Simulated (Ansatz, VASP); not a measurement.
# Al in VASP and in Ansatz

```
Al
1.0
     0.00000    2.02398    1.98350
     2.02398    0.00000    1.98350
     2.02398    2.02398    0.00000
Al
1
Direct
  0.00000 0.00000 0.00000
```

Change from the starting cell: zz strain of -2 %, crystal datasets.

Alike in both runs: task electric field gradients; functional PBEsol; k mesh 14 × 14 × 14; occupations fermi-dirac, width 0.05 eV; no spin polarisation.

|  | VASP | Ansatz |
| --- | --- | --- |
| version | VASP 6.6.1 | Ansatz 0.2.0 |
| potentials or method | VASP PAW PBE potentials, release 64 (Al), cutoff 520 eV | all-electron PAW with datasets made for the crystal, scalar-relativistic |

```csv
,VASP,Ansatz,Ansatz less VASP
pressure (GPa),-0.5,-0.5,-0.06
largest component of the traceless stress (GPa),0.88,0.87,-0.010
Vzz of the field gradient on the site that differs most (V/Å²),-0.9,-0.8,+0.11
```

Ansatz ran all-electron here, so the differences hold the error of VASP's frozen core and of both bases.

Caveats: the PAW data sets were made with another functional, which shifts forces and pressure a little (VASP).
